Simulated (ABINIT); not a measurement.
# CdTe (F-43m) in ABINIT: further runs

Aim: see how the results for CdTe move with the level of theory and the settings. Levels: LDA, PBE, PBEsol. Tasks: relaxation of cell and atoms, single point.

Everything below comes from runs of ABINIT 10.8.3 (patched build). Logs are shortened: lines on timing, memory, paths and dates and some standing lists are left out, and cuts for length are marked. The log counts tension as positive stress, the text compression.

**Experimental background.**

From a printed reference work, data compilation, for a bulk crystal of CdTe at 0 K: band gap 1.607 eV.

How close the calculation comes is told below.

### Step 1. The crystal as given

It takes space group F-43m (No. 216, cubic). Conventional cell: a = 6.410 Å, b = 6.410 Å, c = 6.410 Å, α = 90.00°, β = 90.00°, γ = 90.00°. Around Te (site symmetry -43m) lie 4 Cd at 2.78 Å. Cd (site symmetry -43m) has 4 Te at 2.78 Å as nearest neighbours.

### Step 2. Relaxation of cell and atoms, LDA

Input file run.abi:

```
# Pseudopotentials
pp_dirpath "./"
pseudos "Te.LDA_PW-JTH.xml, Cd.LDA_PW-JTH.xml"

# Structure
acell 3*1.0
rprim
     0.0000000000     6.0565722294     6.0565722294
     6.0565722294     0.0000000000     6.0565722294
     6.0565722294     6.0565722294     0.0000000000
ntypat 2
znucl 52 48
natom 2
typat 1 2
chkprim 0
chksymtnons 0
tolsym 1.0e-6
xred
            3/4            3/4            3/4
            0.0            0.0            0.0

# Plane-wave basis
ecut 17.0
pawecutdg 34.0
ecutsm 0.5

# k points
kptopt 1
ngkpt 5 5 5
nshiftk 1
shiftk 0.0 0.0 0.0

# Exchange and correlation
ixc 7

# Bands and occupations
nband 13
occopt 3
tsmear 0.05 eV

# SCF cycle
nstep 80
tolvrs 1.0e-10

# Output
iomode 3
prteig 0
prtebands 0
prtwf 0
prtden 0

# Relaxation
ionmov 2
optcell 2
ntime 50
tolmxf 2.0e-5
dilatmx 1.08
```

Potentials or basis: JTH PAW LDA v2.0.

The run is started by

```sh
abinit run.abi > log 2>&1
```

run.abo:

```text
.Version 10.8.3 of ABINIT
 Symmetries : space group F-4 3 m (#216); Bravais cF (face-center cubic)
================================================================================
 Values of the parameters that define the memory need of the present run
     intxc =       0    ionmov =       2      iscf =      17    lmnmax =      18
     lnmax =       6     mgfft =      36  mpssoang =       3    mqgrid =    3001
     natom =       2  nloc_mem =       2    nspden =       1   nspinor =       1
    nsppol =       1      nsym =      24    n1xccc =       1    ntypat =       2
    occopt =       3   xclevel =       1
       mpw =        1895          nfft =       46656          nkpt =          10
 PAW method is used; the additional fine FFT grid is defined by:
   mgfftf=        50    nfftf =    125000
================================================================================
================================================================================

--------------------------------------------------------------------------------
------------- Echo of variables that govern the present computation ------------
--------------------------------------------------------------------------------
 -outvars: echo values of preprocessed input variables --------
            acell      1.0000000000E+00  1.0000000000E+00  1.0000000000E+00 Bohr
              amu      1.27600000E+02  1.12411000E+02
          chkprim           0
      chksymtnons           0
          dilatmx      1.08000000E+00
             ecut      1.70000000E+01 Hartree
           ecutsm      5.00000000E-01 Hartree
           ionmov           2
              ixc           7
         kptrlatt        5    0    0      0    5    0      0    0    5
          kptrlen      4.28264329E+01
            natom           2
            nband          13
            ngfft          36      36      36
          ngfftdg          50      50      50
             nkpt          10
            nstep          80
             nsym          24
            ntime          50
           ntypat           2
           occopt           3
          optcell           2
        pawecutdg      3.40000000E+01 Hartree
           prtden           0
        prtebands           0
           prteig           0
            prtwf           0
            rprim      0.0000000000E+00  6.0565722294E+00  6.0565722294E+00
                       6.0565722294E+00  0.0000000000E+00  6.0565722294E+00
                       6.0565722294E+00  6.0565722294E+00  0.0000000000E+00
          spgroup         216
           tolmxf      2.00000000E-05
           tolsym      1.00000000E-06
           tolvrs      1.00000000E-10
           tsmear      1.83746611E-03 Hartree
            typat      1  2
           useylm           1
           xangst      4.8074999967E+00  4.8074999967E+00  4.8074999967E+00
                       0.0000000000E+00  0.0000000000E+00  0.0000000000E+00
            xcart      9.0848583441E+00  9.0848583441E+00  9.0848583441E+00
                       0.0000000000E+00  0.0000000000E+00  0.0000000000E+00
             xred      7.5000000000E-01  7.5000000000E-01  7.5000000000E-01
                       0.0000000000E+00  0.0000000000E+00  0.0000000000E+00
            znucl       52.00000   48.00000

================================================================================

 chkinp: Checking input parameters for consistency.

================================================================================
== DATASET  1 ==================================================================

--- !DatasetInfo
iteration_state: {dtset: 1, }
dimensions: {natom: 2, nkpt: 10, mband: 13, nsppol: 1, nspinor: 1, nspden: 1, mpw: 1895, }
cutoff_energies: {ecut:  17.0, pawecutdg:  34.0, }
electrons: {nelect:   1.80000000E+01, charge:   0.00000000E+00, occopt:   3.00000000E+00, tsmear:   1.83746611E-03, }
meta: {optdriver: 0, ionmov: 2, optcell: 2, iscf: 17, paral_kgb: 0, }
...

 Exchange-correlation functional for the present dataset will be:
  LDA: Perdew-Wang 92 LSD fit to Ceperley-Alder data - ixc=7
  J.P.Perdew and Y.Wang, PRB 45, 13244 (1992)

 Real(R)+Recip(G) space primitive vectors, cartesian coordinates (Bohr,Bohr^-1):
 R(1)=  0.0000000  6.0565722  6.0565722  G(1)= -0.0825549  0.0825549  0.0825549
 R(2)=  6.0565722  0.0000000  6.0565722  G(2)=  0.0825549 -0.0825549  0.0825549
 R(3)=  6.0565722  6.0565722  0.0000000  G(3)=  0.0825549  0.0825549 -0.0825549
 Unit cell volume ucvol=  4.4433518E+02 bohr^3
 Angles (23,13,12)=  6.00000000E+01  6.00000000E+01  6.00000000E+01 degrees

 Coarse grid specifications (used for wave-functions):

 getcut: wavevector=  0.0000  0.0000  0.0000  ngfft=  36  36  36
[... 226 lines left out ...]
 Unitary Cell Volume (ucvol) [Bohr^3]=  4.44562170908676E+02
 Angles (23,13,12)= [degrees]
  6.00000000000000E+01  6.00000000000000E+01  6.00000000000000E+01
 Lengths [Bohr]
  8.56674488872996E+00  8.56674488872996E+00  8.56674488872996E+00
 Stress tensor in cartesian coordinates (strten) [Ha/bohr^3]
 -4.84683145718368E-06  0.00000000000000E+00  0.00000000000000E+00
  0.00000000000000E+00 -4.84683145718368E-06  0.00000000000000E+00
  0.00000000000000E+00  0.00000000000000E+00 -4.84683145718368E-06
 Total energy (etotal) [Ha]= -5.61347289125375E+01

 Difference of energy with previous step (new-old):
           Absolute (Ha)=-1.21554E-06
           Relative     =-2.16539E-08

--- Iteration: ( 3/50) Internal Cycle: (1/1)
--------------------------------------------------------------------------------

---SELF-CONSISTENT-FIELD CONVERGENCE--------------------------------------------
[... 78 lines left out ...]
 Real space primitive translations (rprimd) [bohr]
  0.00000000000000E+00  6.06365778545123E+00  6.06365778545123E+00
  6.06365778545123E+00  0.00000000000000E+00  6.06365778545123E+00
  6.06365778545123E+00  6.06365778545123E+00  0.00000000000000E+00
 Unitary Cell Volume (ucvol) [Bohr^3]=  4.45896480871439E+02
 Angles (23,13,12)= [degrees]
  6.00000000000000E+01  6.00000000000000E+01  6.00000000000000E+01
 Lengths [Bohr]
  8.57530707777434E+00  8.57530707777434E+00  8.57530707777434E+00
 Stress tensor in cartesian coordinates (strten) [Ha/bohr^3]
  8.29869563935548E-08  0.00000000000000E+00  0.00000000000000E+00
  0.00000000000000E+00  8.29869563952895E-08  0.00000000000000E+00
  0.00000000000000E+00  0.00000000000000E+00  8.29869563935548E-08
 Total energy (etotal) [Ha]= -5.61347320976215E+01

 Difference of energy with previous step (new-old):
           Absolute (Ha)=-3.18508E-06
           Relative     =-5.67400E-08

 At Broyd/MD step   3, gradients are converged :
  max grad (force/stress) = 8.2987E-06 < tolmxf= 2.0000E-05 ha/bohr (free atoms)

================================================================================

 ----iterations are completed or convergence reached----

 Mean square residual over all n,k,spin=   22.231E-11; max=  21.302E-09
 reduced coordinates (array xred) for    2 atoms
       0.750000000000      0.750000000000      0.750000000000
       0.000000000000      0.000000000000      0.000000000000
 rms dE/dt=  0.0000E+00; max dE/dt=  0.0000E+00; dE/dt below (all hartree)
    1       0.000000000000      0.000000000000      0.000000000000
    2       0.000000000000      0.000000000000      0.000000000000

 cartesian coordinates (angstrom) at end:
    1      4.81312426889774     4.81312426889774     4.81312426889774
    2      0.00000000000000     0.00000000000000     0.00000000000000

 cartesian forces (hartree/bohr) at end:
    1     -0.00000000000000    -0.00000000000000    -0.00000000000000
    2     -0.00000000000000    -0.00000000000000    -0.00000000000000
 frms,max,avg= 0.0000000E+00 0.0000000E+00   0.000E+00  0.000E+00  0.000E+00 h/b

 cartesian forces (eV/Angstrom) at end:
    1     -0.00000000000000    -0.00000000000000    -0.00000000000000
    2     -0.00000000000000    -0.00000000000000    -0.00000000000000
 frms,max,avg= 0.0000000E+00 0.0000000E+00   0.000E+00  0.000E+00  0.000E+00 e/A
 length scales=  8.575307077774  8.575307077774  8.575307077774 bohr
              =  4.537857078975  4.537857078975  4.537857078975 angstroms
 Fermi (or HOMO) energy (hartree) =  -0.08889   Average Vxc (hartree)=  -0.32548
 Eigenvalues (hartree) for nkpt=  10  k points:
 kpt#   1, nband= 13, wtk=  0.00800, kpt=  0.0000  0.0000  0.0000 (reduced coord)
  -0.52178   -0.40871   -0.40871   -0.40871   -0.39822   -0.39822   -0.10085   -0.10085
  -0.10085   -0.07896    0.06525    0.06525    0.06525
      occupation numbers for kpt#   1
   2.00000    2.00000    2.00000    2.00000    2.00000    2.00000    1.99702    1.99702
   1.99702    0.00899    0.00000    0.00000    0.00000
 prteigrs : prtvol=0 or 1, do not print more k-points.

--- !EnergyTerms
iteration_state     : {dtset: 1, itime: 3, icycle: 1, }
comment             : Components of total free energy in Hartree
kinetic             :  1.52961193041994E+01
hartree             :  1.55712813985079E+01
xc                  : -7.29936709319078E+00
Ewald energy        : -3.87865701821807E+01
psp_core            :  5.40396144832619E+00
local_psp           : -4.59485428614092E+01
PAW spherical_terms : -3.71613897567387E-01
internal            : -5.61347318833146E+01
'-kT*entropy'       : -1.84536649135505E-06
total_energy        : -5.61347337286811E+01
total_energy_eV     : -1.52750392130644E+03
...

--- !EnergyTermsDC
iteration_state     : {dtset: 1, itime: 3, icycle: 1, }
comment             : '"Double-counting" decomposition of free energy'
band_energy         : -6.11935324388473E+00
Ewald energy        : -3.87865701821807E+01
psp_core            :  5.40396144832619E+00
xc_dc               : -1.59011809440842E+01
PAW spherical_terms : -7.31587330431486E-01
internal            : -5.61347302522550E+01
'-kT*entropy'       : -1.84536649135505E-06
total_energy_dc     : -5.61347320976215E+01
total_energy_dc_eV  : -1.52750387692304E+03
...

--- !EnergyTermsWithPAWCore
iteration_state     : {dtset: 1, itime: 3, icycle: 1, }
comment             : 'Components of total free energy, including PAW core contributions'
Total energy        : -1.23786776830402E+04
Total energy DC     : -1.23786776814091E+04
Total energy (eV)   : -3.36840979647711E+05
Total energy DC (eV): -3.36840979603328E+05
...

 Cartesian components of stress tensor (hartree/bohr^3)
  sigma(1 1)=  8.29869564E-08  sigma(3 2)=  0.00000000E+00
  sigma(2 2)=  8.29869564E-08  sigma(3 1)=  0.00000000E+00
  sigma(3 3)=  8.29869564E-08  sigma(2 1)=  0.00000000E+00

-Cartesian components of stress tensor (GPa)         [Pressure= -2.4416E-03 GPa]
- sigma(1 1)=  2.44156055E-03  sigma(3 2)=  0.00000000E+00
- sigma(2 2)=  2.44156055E-03  sigma(3 1)=  0.00000000E+00
- sigma(3 3)=  2.44156055E-03  sigma(2 1)=  0.00000000E+00

== END DATASET(S) ==============================================================
================================================================================

 -outvars: echo values of variables after computation  --------
            acell      8.5753070778E+00  8.5753070778E+00  8.5753070778E+00 Bohr
           etotal     -5.6134732098E+01
            fcart     -0.0000000000E+00 -0.0000000000E+00 -0.0000000000E+00
                      -0.0000000000E+00 -0.0000000000E+00 -0.0000000000E+00
            rprim      0.0000000000E+00  7.0710678119E-01  7.0710678119E-01
                       7.0710678119E-01  0.0000000000E+00  7.0710678119E-01
                       7.0710678119E-01  7.0710678119E-01  0.0000000000E+00
           strten      8.2986956394E-08  8.2986956395E-08  8.2986956394E-08
                       0.0000000000E+00  0.0000000000E+00  0.0000000000E+00
           xangst      4.8131242689E+00  4.8131242689E+00  4.8131242689E+00
                       0.0000000000E+00  0.0000000000E+00  0.0000000000E+00
             xred      7.5000000000E-01  7.5000000000E-01  7.5000000000E-01
                       0.0000000000E+00  0.0000000000E+00  0.0000000000E+00
 Calculation completed.
```

Wall time 42 s (1 thread of Intel Xeon at 2.70GHz, shared host); peak memory 0.11 GiB.

Results:

```yaml
Free_energy: -1527.5039 eV
Band_gap_on_the_k_mesh: 0.60 eV, direct
```

Caveat: the cutoff is too short for stress, so the log's stress isn't used; spin-orbit coupling is left out, which moves the levels of the heavy elements; an odd mesh through Γ misses points on the zone boundary, where band edges often lie. Expect the measured gap to be larger: semilocal functionals such as LDA lack the derivative discontinuity.

[end of part 1 of 2]
